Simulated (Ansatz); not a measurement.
Theory: Ansatz, DFT PBE, scalar-relativistic, plane waves, PAW. Settings: cutoff 420 eV, Γ-centred meshes spaced at most about 0.3 Å⁻¹, and about 0.25 Å⁻¹ or finer for metals (2π included), Gaussian smearing. No spin polarisation in the final relaxations.

Temperature and zero-point effects are left out.

Two relaxed structures of C:

1.

```xyz
9
Lattice="3.7385 0.0000 0.0000 -1.8692 3.2376 0.0000 0.0000 0.0000 6.8577" Properties=species:S:1:pos:R:3 pbc="T T T"
C     0.2132    0.5675    1.8796
C     1.2711    3.1385    4.1655
C    -1.4843    2.7692    6.4514
C     1.4843    2.7692    2.6923
C    -0.2132    0.5675    0.4064
C    -1.2711    3.1385    4.9782
C     0.9634    1.6022    2.2859
C     1.8692    0.0333    4.5718
C     2.7751    1.6022    0.0000
```

2.

```xyz
3
Lattice="-1.2308 1.2308 3.2181 1.2308 -1.2308 3.2181 1.2308 1.2308 -3.2181" Properties=species:S:1:pos:R:3 pbc="T T T"
C     0.0000    0.0000    2.4951
C     0.0000    1.2308    1.6090
C     0.0000    0.0000    3.9411
```

Task: Which would you expect to be lower, and how large is the difference?

Result: Cell 2 is lower, by 228 meV/atom. Cell 1 has space group P3_112 (No. 151), 9.2 Å³/atom and no gap on its mesh; cell 2 has space group I-4m2 (No. 119), 6.5 Å³/atom and no gap. Counting all near atoms (those within 1.25 times the shortest such distance or 1.15 times the sum of covalent radii; a slash parts the counts of unlike sites), cell 1 has C 2/3 and cell 2 has C 3/4. The denser one is the lower, and pressure would at first widen the difference. In cell 1, C on a site of symmetry 1 has 1 C at 1.34 Å, 1 C at 1.45 Å and 1 C at 1.53 Å; around C on a site of symmetry 2 lie 2 C at 1.34 Å. In cell 2, C on a site of symmetry 2mm has 3 C at 1.45–1.52 Å; C on a site of symmetry -4m2 is surrounded by 4 C at 1.52 Å. Both come from invented guesses. A third cell relaxed alike, in P6/mmm, lies 0.89 eV/atom below the lower of the two. The part of the Crystallography Open Database at hand lists C in space groups No. 58, 69, 71, 141, 166 and others; sharing a group (P6/mmm) doesn't make a cell the listed structure.

Cells relaxed within their symmetry can be saddle points.

The lower energy of cell 2 probably reflects its greater number of σ bonds per atom, since neither network makes good use of its π electrons. In cell 1 the two-neighbour carbon and its 1.34 Å contacts resemble an allene unit, but the coordinates show end groups twisted far from the perpendicular arrangement that allene prefers. The two end p orbitals therefore compete for much the same p orbital on the central atom and leave the other poorly used, which fits the missing gap.

Cell 2 has the opposite fault. Its directly bonded trigonal carbons lie in mutually perpendicular planes, as in twisted ethylene, so their p orbitals can't form a π bond. That explains a link of 1.45 Å, long for a double bond, and suggests that partly filled p bands cause the metallic character.

The ordering thus ranks two frustrated networks, both far above the P6/mmm cell, which is probably a graphite-like stacking. Unpaired p electrons in cell 2 might also favour magnetic order, which would widen the difference if cell 1 gained less.
